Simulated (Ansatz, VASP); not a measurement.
GaSb in VASP and in Ansatz

The input INCAR:

```
SYSTEM = GaSb
PREC     = Accurate       ! precision mode
ENCUT    = 600            ! plane-wave cutoff, eV
EDIFF    = 1E-6           ! SCF threshold, eV
ISMEAR   = 0              ! smearing method
SIGMA    = 0.1            ! smearing width, eV
LREAL    = .FALSE.        ! projectors in reciprocal space
LASPH    = .TRUE.         ! aspherical terms in the spheres
NELM     = 80             ! most SCF steps
ALGO     = Normal         ! electronic algorithm
ISIF     = 3              ! what is computed and relaxed
LWAVE    = .FALSE.        ! write WAVECAR
LCHARG   = .FALSE.        ! write CHGCAR
GGA      = PE             ! functional
IBRION   = 2              ! ionic algorithm
NSW      = 80             ! ionic steps
EDIFFG   = -0.05          ! ionic threshold
```

Contents of KPOINTS:

```
regular mesh
0
G
  6 6 6
  0 0 0
```

Contents of POSCAR:

```
GaSb
1.0
    0.0000000000      2.7705072981      2.7705072981
    2.7705072981      0.0000000000      2.7705072981
    2.7705072981      2.7705072981      0.0000000000
Ga Sb
1 1
Direct
    0.0000000000      0.0000000000      0.0000000000
    0.7500000000      0.7500000000      0.7500000000
```

Input for Ansatz:

```yaml
crystal:
  lattice:
    - [0.0, 2.7705072981, 2.7705072981]
    - [2.7705072981, 0.0, 2.7705072981]
    - [2.7705072981, 2.7705072981, 0.0]
  atoms:
    - { symbol: Ga, position: [0.0, 0.0, 0.0] }
    - { symbol: Sb, position: [0.75, 0.75, 0.75] }
basis:
  ecutwfc: 420
kpoints:
  mp_grid: { grid: [6, 6, 6] }
hamiltonian:
  xc: pbe
scf:
  occupations: { method: gaussian, width: 0.1 }
output:
  forces: true
  stress: true
  eigenvalues: true
relax:
  adjacent_minimum: "off"
  f_tol: 0.05
  max_steps: 60
  cell: { stress_tol: 0.5 }
```

Alike in both runs: task relaxation of cell and atoms; functional PBE; k mesh 6 × 6 × 6; occupations gaussian, width 0.1 eV; no spin polarisation.

```csv
,VASP,Ansatz
version,VASP 6.6.1,Ansatz 0.2.0
potentials or method,"VASP PAW PBE potentials, release 64 (Ga_d, Sb)","scalar-relativistic, plane waves, PAW"
plane-wave cutoff (eV),600,420
valence electrons in the cell,18,28
```

```tsv
	VASP	Ansatz	Ansatz less VASP
gap on the k mesh at the Fermi level, each at its own relaxed structure (eV)	none	none	-
relaxed volume (Å³/atom)	30.03	29.97	-0.063
relaxed cell length with the largest relative difference (Å)	4.396	4.393	-0.0031
energy change over the relaxation (meV/atom)	-689	-683	+6.4
```

A gap of «none» marks a metal or a gap that the smearing closes. The two sets of potentials don't hold the same shells in valence.

Caveats: the volume moved by over 15 % at a fixed basis, so the end points are rough (VASP). The runs have no spin-orbit coupling, so splittings on Sb are missing.
